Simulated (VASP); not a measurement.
# In (Im-3m) in VASP: notebook

The runs below take In through single point, relaxation of the atoms, relaxation of cell and atoms, with RPBE, HSEsol, r2SCAN, PBE.

All numbers are computed with VASP 6.6.1; they aren't measurements. Logs are shortened: lines on timing, memory, paths and dates and some standing lists are left out, and cuts for length are marked.

**1. The structure**

It takes space group Im-3m (No. 229, cubic). The conventional cell has a = 3.765 Å, b = 3.765 Å, c = 3.765 Å, α = 90.00°, β = 90.00°, γ = 90.00°. In (site symmetry m-3m) is surrounded by 8 In at 3.26 Å.

This isn't the form of In at room conditions, which is tetragonal.

**2. Single point, RPBE**

File run.py:

```python
from ase.calculators.vasp import Vasp
from ase.dft.bandgap import bandgap
from ase.io import read

atoms = read('POSCAR')
calc = Vasp(
    directory='calc',
    xc='rpbe',
    pp='PBE',
    setups='recommended',
    pp_version='54',
    prec='Accurate',
    encut=520,
    ediff=1e-06,
    ismear=0,
    sigma=0.1,
    lreal=False,
    lasph=True,
    nelm=60,
    algo='Normal',
    isif=2,
    lwave=False,
    lcharg=False,
    kpts=[10, 10, 10],
    gamma=True,
)
atoms.calc = calc

print('energy (eV):', atoms.get_potential_energy())
print('free energy (eV):', atoms.get_potential_energy(force_consistent=True))
print('forces (eV/A):')
print(atoms.get_forces())
print('stress (eV/A^3, Voigt):', atoms.get_stress())
print('Fermi level (eV):', calc.get_fermi_level())
gap, top, bottom = bandgap(calc)
print('band gap (eV):', gap, 'from (spin, k, band)', top, 'to', bottom)
```

File POSCAR:

```
In
1.0
   -1.8825252400      1.8825252400      1.8825252400
    1.8825252400     -1.8825252400      1.8825252400
    1.8825252400      1.8825252400     -1.8825252400
In
1
Direct
    0.0000000000      0.0000000000      0.0000000000
```

Potentials or basis: VASP PAW PBE potentials, release 54 (In_d).

Run with:

```bash
> python run.py
```

The program printed:

```text
energy (eV): -2.17248139
free energy (eV): -2.17460977
forces (eV/A):
[[-0. -0.  0.]]
stress (eV/A^3, Voigt): [-0.01900659 -0.01900659 -0.01900659  0.          0.          0.        ]
Fermi level (eV): 7.38427098
band gap (eV): 0.0 from (spin, k, band) (None, None, None) to (None, None, None)
```

OUTCAR:

```text
ENCUT = 520.000000
   EDIFF = 1.00e-06
   GGA = RP
   PREC = Accurate
   ISIF = 2
   ISMEAR = 0
   NELM = 60
   LASPH = .TRUE.
   LREAL = .FALSE.

 ion  position               nearest neighbor table
   1  0.000  0.000  0.000-

  LATTYP: Found a body centered cubic cell.
 ALAT       =     3.7650504800

  Lattice vectors:

 A1 = (  -1.8825252400,   1.8825252400,   1.8825252400)
 A2 = (   1.8825252400,  -1.8825252400,   1.8825252400)
 A3 = (   1.8825252400,   1.8825252400,  -1.8825252400)

Analysis of symmetry for initial positions (statically):
=====================================================================
 Subroutine PRICEL returns:
 Original cell was already a primitive cell.

 Routine SETGRP: Setting up the symmetry group for a
 body centered cubic supercell.

 Subroutine GETGRP returns: Found 48 space group operations
 (whereof 48 operations were pure point group operations)
 out of a pool of 48 trial point group operations.

The static configuration has the point symmetry O_h .

Analysis of symmetry for dynamics (positions and initial velocities):
=====================================================================
 Subroutine PRICEL returns:
 Original cell was already a primitive cell.

 Routine SETGRP: Setting up the symmetry group for a
 body centered cubic supercell.

 Subroutine GETGRP returns: Found 48 space group operations
 (whereof 48 operations were pure point group operations)
 out of a pool of 48 trial point group operations.

The dynamic configuration has the point symmetry O_h .

 Subroutine INISYM returns: Found 48 space group operations
 (whereof 48 operations are pure point group operations),
 and found     1 'primitive' translations

----------------------------------------------------------------------------------------

                                     Primitive cell

  volume of cell :      26.6859

  direct lattice vectors                    reciprocal lattice vectors
    -1.882525240  1.882525240  1.882525240     0.000000000  0.265600689  0.265600689
     1.882525240 -1.882525240  1.882525240     0.265600689  0.000000000  0.265600689
     1.882525240  1.882525240 -1.882525240     0.265600689  0.265600689  0.000000000

  length of vectors
     3.260629362  3.260629362  3.260629362     0.375616096  0.375616096  0.375616096

  position of ions in fractional coordinates (direct lattice)
     0.000000000  0.000000000  0.000000000

  ion indices of the primitive-cell ions
   primitive index   ion index
                 1           1

----------------------------------------------------------------------------------------

 KPOINTS: KPOINTS created by Atomic Simulation Env

Automatic generation of k-mesh.
 Grid dimensions read from file:
 generate k-points for:   10   10   10

 Generating k-lattice:

  Cartesian coordinates                     Fractional coordinates (reciprocal lattice)
     0.000000000  0.026560069  0.026560069     0.100000000  0.000000000  0.000000000
     0.026560069  0.000000000  0.026560069     0.000000000  0.100000000  0.000000000
     0.026560069  0.026560069  0.000000000     0.000000000  0.000000000  0.100000000

  Length of vectors
     0.037561610  0.037561610  0.037561610

  Shift w.r.t. Gamma in fractional coordinates (k-lattice)
     0.000000000  0.000000000  0.000000000

 Subroutine IBZKPT returns following result:
 ===========================================

 Found     47 irreducible k-points:

 Following reciprocal coordinates:
            Coordinates               Weight
  0.000000  0.000000  0.000000      1.000000
  0.100000  0.000000  0.000000     12.000000
  0.200000  0.000000  0.000000     12.000000
  0.300000  0.000000  0.000000     12.000000
  0.400000  0.000000  0.000000     12.000000
  0.500000  0.000000  0.000000      6.000000
[... 39 lines left out ...]
  0.500000  0.500000  0.400000     12.000000
  0.500000  0.500000  0.500000      1.000000
   k-points           NKPTS =     47   k-points in BZ     NKDIM =     47   number of bands    NBANDS=     10
   number of dos      NEDOS =    301   number of ions     NIONS =      1
   total plane-waves  NPLWV =  13824
   dimension x,y,z NGX =    24 NGY =   24 NGZ =   24
   dimension x,y,z NGXF=    48 NGYF=   48 NGZF=   48
   ions per type =               1
   NGX,Y,Z   is equivalent  to a cutoff of  12.24, 12.24, 12.24 a.u.
   NGXF,Y,Z  is equivalent  to a cutoff of  24.47, 24.47, 24.47 a.u.
 SYSTEM =  unknown system
   PREC   = accura    normal or accurate (medium, high low for compatibility)
   ISTART =      0    job   : 0-new  1-cont  2-samecut
   ICHARG =      2    charge: 1-file 2-atom 10-const
   ISPIN  =      1    spin polarized calculation?
   LNONCOLLINEAR =      F non collinear calculations
   LSORBIT =      F    spin-orbit coupling
   LASPH  =      T    aspherical Exc in radial PAW
   ENCUT  =  520.0 eV  38.22 Ry    6.18 a.u.   6.06  6.06  6.06*2*pi/ulx,y,z
   NELM   =     60;   NELMIN=  2; NELMDL= -5     # of ELM steps
   EDIFF  = 0.1E-05   stopping-criterion for ELM
   LREAL  =      F    real-space projection
[... 7 lines left out ...]
   TEBEG  =    0.0;   TEEND  =   0.0 temperature during run
   PSTRESS=    0.0 pullay stress
   NELECT =      13.0000    total number of electrons
   NUPDOWN=      -1.0000    fix difference up-down
   EMIN   =  10.00;   EMAX   =-10.00  energy-range for DOS
   EFERMI =   0.00;   METHOD = LEGACY
   ISMEAR =     0;   SIGMA  =   0.10  broadening in eV -4-tet -1-fermi 0-gaus
   EFERMI_NEDOS =   21; number of points for ismear=-14 and -15
   IALGO  =     38    algorithm
   IMIX   =      4    mixing-type and parameters
     AMIX     =   0.40;   BMIX     =  1.00
     AMIX_MAG =   1.60;   BMIX_MAG =  1.00
  volume/ion in A,a.u.               =      26.69       180.09
  Fermi-wavevector in a.u.,A,eV,Ry     =   1.288136  2.434225 22.576080  1.659295
  Thomas-Fermi vector in A             =   2.420108
   LORBIT       =      0    0 simple, 1 ext, 2 COOP (PROOUT), +10 PAW based schemes
   GGA     = RP    functional components
   LHFCALC =     F    Hartree Fock is set to
   AEXX    =    0.0000 exact exchange contribution
   IVDW    =     0    specifies the selected vdW correction
   LEPSILON=     F    determine dielectric tensor
   LRPA    =     F    only Hartree local field effects (RPA)
 non-spin polarized calculation
 Gauss-broadening in eV      SIGMA  =   0.10
  energy-cutoff  :      520.00
  volume of cell :       26.69
 maximum number of plane-waves:       736
   NGX = 13   NGY = 13   NGZ = 13

 number of electron      13.0000005 magnetization

 Free energy of the ion-electron system (eV)
  ---------------------------------------------------
  ext. energy  EPLUGINS =         0.00000000
  ---------------------------------------------------
  free energy    TOTEN  =        -2.17460977 eV

  energy without entropy =       -2.17035300  energy(sigma->0) =       -2.17248139

 E-fermi :   7.3843     XC(G=0): -10.0654

 val. band max:        7.1317866734   @ k =   0.3000   0.2000   0.0000
 cond. band min:       7.3881907115   @ k =   0.3000   0.3000   0.0000
 fundamental gap:      0.2564040381
 Fermi energy:         7.3842709784

 k-point     1 :       0.0000    0.0000    0.0000
  band No.  band energies     occupation
      1      -7.2814      2.00000
      2      -7.2814      2.00000
      3      -7.2814      2.00000
      4      -7.0197      2.00000
      5      -7.0197      2.00000
      6      -1.9567      2.00000
      7      18.4086      0.00000
      8      18.4086      0.00000
      9      18.4086      0.00000
     10      20.3302      0.00000

 k-point     2 :       0.1000    0.0000    0.0000
  band No.  band energies     occupation
      1      -7.2915      2.00000
      2      -7.2723      2.00000
      3      -7.2426      2.00000
      4      -7.0302      2.00000
      5      -7.0201      2.00000
      6      -1.7282      2.00000
      7      16.2976      0.00000
      8      17.4174      0.00000
      9      17.8614      0.00000
     10      19.3083      0.00000
[... 482 lines left out ...]
 k-point    40 :      -0.4000   -0.4000    0.2000
  band No.  band energies     occupation
      1      -7.2473      2.00000
      2      -7.2473      2.00000
      3      -7.1741      2.00000
      4      -6.9358      2.00000
      5      -6.9358      2.00000
      6       5.4069      2.00000
      7       7.0103      2.00000
      8       7.0103      2.00000
      9      14.5134      0.00000
     10      16.5533      0.00000

 [... further k-points ...]
[... 5 lines left out ...]
  --------------------------------------------------------------------------------------
  -------------------------------------------------------------------------------------
  Total        0.5072085      0.5072085      0.5072085      0.0000000      0.0000000     -0.0000000
  in kB       30.4519210     30.4519210     30.4519210      0.0000000      0.0000000     -0.0000000
  external PRESSURE =      30.4519210 kB  Pullay stress =       0.0000000 kB

 VOLUME and BASIS-vectors are now :
 -----------------------------------------------------------------------------
  energy-cutoff  :      520.00
  volume of cell :       26.69
      direct lattice vectors                 reciprocal lattice vectors
    -1.882525240  1.882525240  1.882525240     0.000000000  0.265600689  0.265600689
     1.882525240 -1.882525240  1.882525240     0.265600689  0.000000000  0.265600689
     1.882525240  1.882525240 -1.882525240     0.265600689  0.265600689  0.000000000

 POSITION                                       TOTAL-FORCE (eV/Angst)
 -----------------------------------------------------------------------------------
      0.00000      0.00000      0.00000        -0.000000     -0.000000      0.000000
 -----------------------------------------------------------------------------------
    total drift:                                0.000000      0.000000     -0.000000

  FREE ENERGIE OF THE ION-ELECTRON SYSTEM (eV)
  ---------------------------------------------------
  free  energy   TOTEN  =        -2.1746097722 eV

  energy  without entropy=       -2.1703530015  energy(sigma->0) =       -2.17248139
```

INCAR:

```text
ENCUT = 520.000000
SIGMA = 0.100000
EDIFF = 1.00e-06
ALGO = Normal
GGA = RP
PREC = Accurate
ISIF = 2
ISMEAR = 0
NELM = 60
LASPH = .TRUE.
LCHARG = .FALSE.
LWAVE = .FALSE.
LREAL = .FALSE.
```

Run time: 10 s. Hardware: 1 thread of Intel Xeon Platinum 8488C (Sapphire Rapids), shared host; peak memory 0.14 GiB.

What came out:

```
Free energy            : -2.1746 eV
Pressure               : 3.0 GPa
Band gap on the k mesh : none (metal or under the smearing width)
```

Levels at points of the mesh, in eV from the Fermi level:
```
           k point  band 2  band 3  band 4  band 5  band 6  band 7  band 8  band 9  band 10
(0.00, 0.00, 0.00)  -14.67  -14.67  -14.40  -14.40   -9.34   11.02   11.02   11.02    12.95
(0.50, 0.00, 0.00)  -14.70  -14.42  -14.41  -14.24   -3.84   -3.06    5.93    7.32    10.02
(0.50, 0.50, 0.50)  -14.77  -14.28  -14.28  -14.28    1.02    1.33    1.33    1.33     5.24
```

Caveat: the PAW data sets were made with another functional, which shifts forces and pressure a little.

**3. Relaxation of the atoms, HSEsol, collinear spin, ferromagnetic start (cell strained at random at fixed volume)**

File POSCAR:

```
In
1.0
   -1.8666280000      1.8685550000      1.9438550000
    1.7937150000     -1.8506050000      1.8529930000
    1.9274900000      1.9114680000     -1.9259050000
In
1
Direct
    0.0248490000      0.0040480000      0.0136390000
```

File INCAR.step1:

```
SYSTEM = In
  PREC = Accurate
  ENCUT = 500
  EDIFF = 1E-5
  ISMEAR = 1
  SIGMA = 0.2
  LREAL = .FALSE.
  LASPH = .TRUE.
  NELM = 100
  ALGO = Normal
  LWAVE = .TRUE.
  LCHARG = .FALSE.
  ISPIN = 2
  MAGMOM = 0.5
  LORBIT = 11
  GGA = PE
```

File INCAR.step2:

```
SYSTEM = In
  PREC = Accurate
  ENCUT = 500
  EDIFF = 1E-6
  ISMEAR = 1
  SIGMA = 0.2
  LREAL = .FALSE.
  LASPH = .TRUE.
  NELM = 100
  ALGO = Normal
  ISIF = 2
  LWAVE = .FALSE.
  LCHARG = .FALSE.
  ISPIN = 2
  MAGMOM = 0.5
  LORBIT = 11
  GGA = PS
  LHFCALC = .TRUE.
  HFSCREEN = 0.2
  PRECFOCK = Fast
  IBRION = 2
  NSW = 60
  EDIFFG = -0.02
  ISTART = 1
```

File KPOINTS:

```
regular mesh
0
G
  5 5 5
  0 0 0
```

Potentials or basis: VASP PAW PBE potentials, release 64 (In).

Run with:

```bash
> cat potpaw_PBE.64/In/POTCAR > POTCAR
> cp INCAR.step1 INCAR
> mpirun -np 1 vasp_std > vasp.out
> cp INCAR.step2 INCAR
> mpirun -np 1 vasp_std > vasp.out
```

Run time: 3.5 min. Hardware: 1 thread of Intel Xeon 6975P-C (Granite Rapids), shared host; peak memory 0.26 GiB.

Results (log left out):

```yaml
Free_energy: -3.1713 eV
Pressure_after_relaxing: -2.8 GPa
Band_gap_on_the_k_mesh: none (metal or under the smearing width)
Net_moment: 0.00 μB per cell
Valence_electrons_inside_the_program's_atomic_spheres: In 2.44
```

Stress tensor (GPa, compression positive):
```
-3.49 -0.17  0.09
-0.17 -2.71  1.19
 0.09  1.19 -2.24
```

Final structure:
```xyz
1
Lattice="-1.8666 1.8686 1.9439 1.7937 -1.8506 1.8530 1.9275 1.9115 -1.9259" Properties=species:S:1:pos:R:3 pbc="T T T"
In   -0.0128    0.0650    0.0295
```

Levels at points of the mesh, in eV from the Fermi level:
Spin up:
| k point | band 1 | band 2 | band 3 | band 4 |
| --- | --- | --- | --- | --- |
| (0.00, 0.00, 0.00) | -10.51 | 11.53 | 11.74 | 12.57 |
Spin down:
| k point | band 1 | band 2 | band 3 | band 4 |
| --- | --- | --- | --- | --- |
| (0.00, 0.00, 0.00) | -10.51 | 11.53 | 11.74 | 12.57 |

Caveat: the k mesh is coarse (spacing up to 0.48 Å⁻¹), so the values aren't converged, least of all with exact exchange; the relaxation stopped at its first step, so nothing moved; the PAW data sets were made with another functional, which shifts forces and pressure a little.

**4. Relaxation of cell and atoms, r2SCAN, spin-orbit coupling, no magnetisation**

File INCAR:

```
SYSTEM = In
PREC = Accurate
ENCUT = 600
EDIFF = 1E-7
ISMEAR = -1
SIGMA = 0.02
LREAL = .False.
LASPH = .False.
NELM = 100
ALGO = Normal
ISIF = 3
LWAVE = .False.
LCHARG = .False.
MAGMOM = 0 0 0
LORBIT = 11
LSORBIT = .True.
GGA_COMPAT = .False.
METAGGA = R2SCAN
LMIXTAU = .True.
IBRION = 2
NSW = 40
EDIFFG = -0.01
MAXMIX = 40
```

File KPOINTS:

```
regular mesh
0
Gamma
  7 7 7
  0 0 0
```

File POSCAR:

```
In
3.2606
   -0.577355468319      0.577355468319      0.577355468319
    0.577355468319     -0.577355468319      0.577355468319
    0.577355468319      0.577355468319     -0.577355468319
In
1
Direct
    0.0000000000      0.0000000000      0.0000000000
```

Potentials or basis: VASP PAW PBE potentials, release 64 (In_d).

Run with:

```bash
> cat potpaw_PBE.64/In_d/POTCAR > POTCAR
> mpirun -np 1 vasp_ncl > vasp.out
```

Run time: 2.2 min. Hardware: 1 thread of Intel Xeon 6975P-C (Granite Rapids), shared host; peak memory 0.28 GiB.

The run converged. Its results:

```yaml
Free_energy: -22.5642 eV
Pressure_after_relaxing: 0.0 GPa
Valence_electrons_inside_the_program's_atomic_spheres: In 11.36
```

Final structure:
```
CELL_PARAMETERS angstrom
-1.88253 1.88253 1.88253
1.88253 -1.88253 1.88253
1.88253 1.88253 -1.88253
ATOMIC_POSITIONS crystal
In 0.00000 0.00000 0.00000
```

Caveat: the relaxation stopped at its first step, so nothing moved; the PAW data sets were made with another functional, which shifts forces and pressure a little.

[end of part 1 of 2]
